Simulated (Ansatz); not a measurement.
Records of electronic-structure calculations.

```
WS2 (2H monolayer): spin-orbit coupling beyond the local functionals
1.0
     3.18772    0.00000    0.00000
    -1.59386    2.76064    0.00000
     0.00000    0.00000   30.83257
W S
1 2
Direct
  0.33333 0.66667 0.29190
  0.66667 0.33333 0.34287
  0.66667 0.33333 0.24093
# method: DFT, HSE06 with spin-orbit coupling, plane waves, PAW (and 1 further level or step)
# program: Ansatz 0.2.0
# settings of one run: cutoff 420 eV, 6×6×1 k-mesh, default PAW
# cost: 2 runs, 52 s in all on 1 × NVIDIA H100 80GB HBM3 (shared by 6 runs) with 3 threads of AMD EPYC 7R13 (Zen 3), shared host (the runs of this entry)
# notes: The structure was relaxed with PBE. The lattice is static and excitons are left out.
# HSE06: 2.30 eV
# HSE06+SOC: 2.01 eV
```

[Paths, hosts, dates, memory and timing lines, banners, echoed tables and standing remarks are left out of the program output.]

[Logs are printed without paths, hosts, clocks, repeated set-up lines and the standing remarks that a program may print on its own settings, such as how far it seeks lower states.]

[Runs of the session that timed out or met a known fault of the program may be left out.]

[Cells called generated may have been cut or substituted from an entry of the Crystallography Open Database or the Materials Project.]

[Hosts, paths, dates, database ids (printed as entryN), source tags and the programs' standing remarks are cut or masked in the printed files.]
